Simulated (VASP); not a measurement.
LiF: single point with r2SCAN

LiF:

```xyz
2
Lattice="0.0000 1.9983 1.9983 1.9983 0.0000 1.9983 1.9983 1.9983 0.0000" Properties=species:S:1:pos:R:3 pbc="T T T"
Li    0.0000    0.0000    0.0000
F     1.9983    1.9983    1.9983
```

The cell is a database's computed one.

| Item | Value |
| --- | --- |
| Program | VASP 6.6.1 |
| Task | single point |
| Functional | r2SCAN |
| Potentials or basis | VASP PAW PBE potentials, release 64 (Li_sv, F) |
| Cutoff | 520 eV |
| k mesh | 10 × 10 × 10 |
| Occupations | gaussian, width 0.02 eV |
| Spin | no spin polarisation |

- Band gap on the k mesh: 10.50 eV, direct

Levels at points of the mesh, in eV from the valence-band top:
```csv
k point,band 1,band 2,band 3,band 4,band 5,band 6,band 7,band 8,band 9,band 10
"(0.00, 0.00, 0.00)",-42.02,-21.16,0.00,0.00,0.00,10.50,25.72,25.72,25.72,26.42
"(0.50, 0.00, 0.00)",-41.96,-20.73,-2.56,-0.25,-0.25,11.97,18.43,20.64,20.64,32.72
"(0.50, 0.50, 0.00)",-41.94,-20.46,-3.10,-1.04,-1.04,16.30,17.56,19.42,22.22,22.22
```

Run time: 28 s on 1 thread of Intel(R) Xeon(R) Platinum 8559C (Emerald Rapids), with other jobs on the host, peak memory 0.13 GiB.

Caveat: the PAW data sets were made with another functional, which shifts forces and pressure a little. r2SCAN opens gaps a little over a GGA but as a rule still falls short of measured ones.
